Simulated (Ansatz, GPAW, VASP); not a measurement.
One calculation of BAs, 3 ways

```
As B
1.0
     0.00000    2.38850    2.38850
     2.38850    0.00000    2.38850
     2.38850    2.38850    0.00000
As B
1 1
Cartesian
  3.5827 3.5827 3.5827
  0.0000 0.0000 0.0000
```

Alike in all runs: task single point; functional PBE; k mesh 10 × 10 × 10; occupations gaussian, width 0.024 eV; no spin polarisation; no spin-orbit coupling. Pressure is positive in compression and, in plane waves, holds the error of the finite cutoff.

| program and potentials | plane-wave cutoff (eV) | notes | band gap (eV) | pressure (GPa) |
| --- | --- | --- | --- | --- |
| VASP, PBE PAW files As, B, 520 eV | 520 | - | 1.18 | 3.43 |
| GPAW, GPAW PAW data sets (gpaw-data 1.2.1) | 800 | - | ? | ? |
| Ansatz, all-electron LAPW, scalar-relativistic | - | - | 1.19 | 2.73 |

Estimate from the other rows what the run with GPAW, GPAW PAW data sets (gpaw-data 1.2.1) gave.

Band gap 1.18 eV; pressure 3.28 GPa. The other rows, which needn't bracket it: band gap 1.18 to 1.19; pressure 2.73 to 3.43.
